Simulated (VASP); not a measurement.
A run of VASP 6.6.1 is set up as follows.

Contents of INCAR:

```
SYSTEM = Zn
ALGO     = Normal         ! electronic algorithm
EDIFF    = 1E-7           ! SCF threshold, eV
EDIFFG   = -0.005         ! ionic threshold
ENCUT    = 600            ! plane-wave cutoff, eV
GGA      = AM             ! functional
IBRION   = 2              ! ionic algorithm
ISIF     = 3              ! what is computed and relaxed
ISMEAR   = 1              ! smearing method
LASPH    = .True.         ! aspherical terms in the spheres
LCHARG   = .False.        ! write CHGCAR
LREAL    = .False.        ! projectors in reciprocal space
LWAVE    = .False.        ! write WAVECAR
NELM     = 80             ! most SCF steps
NSW      = 90             ! ionic steps
PREC     = Accurate       ! precision mode
SIGMA    = 0.1            ! smearing width, eV
```

File KPOINTS:

```
k-points
0
Gamma
  18 18 8
  0 0 0
```

File POSCAR:

```
Zn                                      
1.0
    2.6171020965      0.0000000000      0.0000000000
   -1.3085510483      2.2664768999      0.0000000000
   -0.0000000000     -0.0000000000      4.7766908744
  Zn            
     2
Direct
     0.3333333332999970    0.6666666667000030    0.2500000000000000
     0.6666666667000030    0.3333333332999970    0.7500000000000000
```

Potentials or basis: VASP PAW PBE potentials, release 64 (Zn).

Command:

```bash
$ cat potpaw_PBE.64/Zn/POTCAR > POTCAR
$ mpirun -np 1 vasp_std > vasp.out
```

Task: Predict the band gap on the k mesh.

Result: None (metal or under the smearing width).

Final structure:
```yaml
crystal:
  lattice:
    - [2.61710, 0.00000, 0.00000]
    - [-1.30855, 2.26648, 0.00000]
    - [0.00000, 0.00000, 4.77669]
  atoms:
    - { symbol: Zn, position: [0.33333, 0.66667, 0.25000] }
    - { symbol: Zn, position: [0.66667, 0.33333, 0.75000] }
```

Caveat: the relaxation stopped at its first step, so nothing moved.
